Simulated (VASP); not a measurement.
Runs of VASP 6.6.1 on TiSe2. The cell holds a slab with vacuum, 9 atoms: a = 3.478 Å, b = 3.478 Å, c = 33.072 Å, α = 90.00°, β = 90.00°, γ = 120.00°. 

```tsv
task	level	potentials or basis	spin	cell	cutoff (eV)	dipole correction	largest force (eV/Å)	work function (eV)
band structure	PBE+D3(BJ)	VASP PAW PBE potentials, release 64 (Se, Ti_sv)	SOC, no magnetisation	P-3m1, 38.49 Å³/atom	520	yes	0.01	5.32
band structure	LDA	VASP PAW LDA potentials, release 64 (Se, Ti_sv)	off	P-3m1, 38.49 Å³/atom	520	yes	(a)	(b)
band structure	r2SCAN	VASP PAW PBE potentials, release 64 (Se, Ti_sv)	off	P-3m1, 38.49 Å³/atom	520	yes	0.34	5.49
band structure	PBE+D3(BJ)	VASP PAW PBE potentials, release 64 (Se, Ti_sv)	off	P-3m1, 38.49 Å³/atom	520	yes	-	5.33
```

Alike in all rows: k mesh 12 × 12 × 1; smearing gaussian 0.03 eV.

Problem. Fill in the values left out.

Solution. (a) 0.43; (b) 5.63.

Caveats: the PAW data sets were made with another functional, which shifts forces and pressure a little (some runs).
